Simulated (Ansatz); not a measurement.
Runs of Ansatz 0.2.0 on Fe. The structure is cubic, space group Im-3m (No. 229). The conventional cell has a = 2.886 Å, b = 2.886 Å, c = 2.886 Å, α = 90.00°, β = 90.00°, γ = 90.00°. Around Fe (site symmetry m-3m) lie 8 Fe at 2.50 Å. 

```tsv
task	level	potentials or basis	spin	U	cell	k mesh	cutoff (eV)	smearing	supercell	phonon path	basis error allowed	gap on the mesh (eV)	pressure (GPa)	moment (μB)
single point	PBE	all-electron LAPW, scalar-relativistic	collinear, ferromagnetic start	-	as given	13 × 13 × 13	303	gaussian 0.028 eV	-	-	0.001 eV/atom	none	(a)	2.25
band structure	LDA	all-electron LAPW, scalar-relativistic	collinear, ferromagnetic start	-	as given	13 × 13 × 13	303	fermi-dirac 0.05 eV	-	-	0.001 eV/atom	-	-26.1	2.20
band structure	PBE	all-electron LAPW, scalar-relativistic	collinear, ferromagnetic start	-	as given	13 × 13 × 13	303	fermi-dirac 0.05 eV	-	-	0.001 eV/atom	-	-9.8	(b)
relaxation of the atoms	PBE+U	all-electron LAPW, scalar-relativistic	collinear, random start	Fe d U = 6.2 eV	atoms relaxed from: cell strained at random at fixed volume	13 × 13 × 13	-	methfessel-paxton 0.2 eV	-	-	0.001 eV/atom	-	45.5	2.96
relaxation of cell and atoms	PBEsol+D3(BJ)	all-electron LAPW, scalar-relativistic	collinear, ferromagnetic start	-	relaxed	13 × 13 × 13	-	fermi-dirac 0.05 eV	-	-	0.001 eV/atom	-	0.0	2.02
single point	PBEsol	all-electron LAPW, scalar-relativistic	collinear, ferromagnetic start	-	as given	13 × 13 × 13	303	fermi-dirac 0.05 eV	-	-	0.001 eV/atom	none	-18.1	2.25
```

**Question.** Fill in the values left out.

**Answer.** (a) -9.7; (b) 2.24.

Caveats: the magnetic state may not be the lowest (some runs); U is the effective U less J, on atomic orbitals that reach past the spheres (some runs); the U is typed as a test and isn't derived for this compound (some runs); so large a pressure means that the cell lies far from this level's equilibrium, or that cutoff or potentials fall short (some runs).

A k mesh can miss the band edges.

A gap of «none» marks a metal or a gap under the smearing width.

Not every run made on this cell is shown here.
